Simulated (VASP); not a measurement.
Al2O3, 5 atoms in the cell. It takes space group P-3m1 (No. 164, trigonal). The conventional cell has a = 3.017 Å, b = 3.017 Å, c = 7.575 Å, α = 90.00°, β = 90.00°, γ = 120.00°. Al (site symmetry 3m) is surrounded by 4 O at 1.68 to 1.84 Å. O (site symmetry -3m) has 2 Al at 1.68 Å as nearest neighbours. Around O (site symmetry 3m) lie 3 Al at 1.84 Å. Measurements of this composition are mostly on another form, of space group No. 167.

| Property | Result |
| --- | --- |
| Program | VASP 6.6.1 |
| Task | single point |
| Functional | LDA |
| Potentials or basis | VASP PAW LDA potentials, release 54 (Al, O) |
| Cutoff | 520 eV |
| k mesh | 10 × 10 × 4 |
| Occupations | gaussian, width 0.05 eV |
| Spin | no spin polarisation |
| Further INCAR settings | ALGO = Fast; EDIFF = 1.00e-06; NBANDS = 20 |

Potentials or basis: VASP PAW LDA potentials, release 54 (Al, O).

Command:

```sh
$ python run.py
```

Hardware: 1 thread of Intel(R) Xeon(R) Platinum 8488C (Sapphire Rapids) (shared host).

Q: Estimate the wall time of this run.

A: It took 32 s on 1 thread of Intel(R) Xeon(R) Platinum 8488C (Sapphire Rapids) (shared host), peak memory 0.17 GiB. Counts: scf iterations 15, k points 50.
